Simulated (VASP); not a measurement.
Input of a VASP 6.6.1 run:

File INCAR:

```
ALGO = Fast
EDIFF = 1E-7
ENCUT = 520
GGA = PE
ISIF = 2
ISMEAR = -1
LASPH = True
LCHARG = True
LELF = True
LREAL = False
LVHAR = True
LWAVE = False
NBANDS = 17
NELM = 100
PREC = Accurate
SIGMA = 0.02
```

The input KPOINTS:

```
k-points
0
Gamma
  7 7 7
```

The input POSCAR:

```
Na2S
1.0
    0.0000000000      3.2735000000      3.2735000000
    3.2735000000      0.0000000000      3.2735000000
    3.2735000000      3.2735000000      0.0000000000
Na S
2 1
Direct
    0.2500000000      0.2500000000      0.2500000000
    0.7500000000      0.7500000000      0.7500000000
    0.0000000000      0.0000000000      0.0000000000
```

Potentials or basis: VASP PAW PBE potentials, release 64 (Na_pv, S).

Run with:

```console
$ cat potpaw_PBE.64/Na_pv/POTCAR potpaw_PBE.64/S/POTCAR > POTCAR
$ mpirun -np 1 vasp_std > vasp.out
```

Problem. What does it give for the pressure?

Solution. 0.3 GPa.

Problem. Estimate the band gap on the k mesh.

Solution. 2.48 eV, direct.
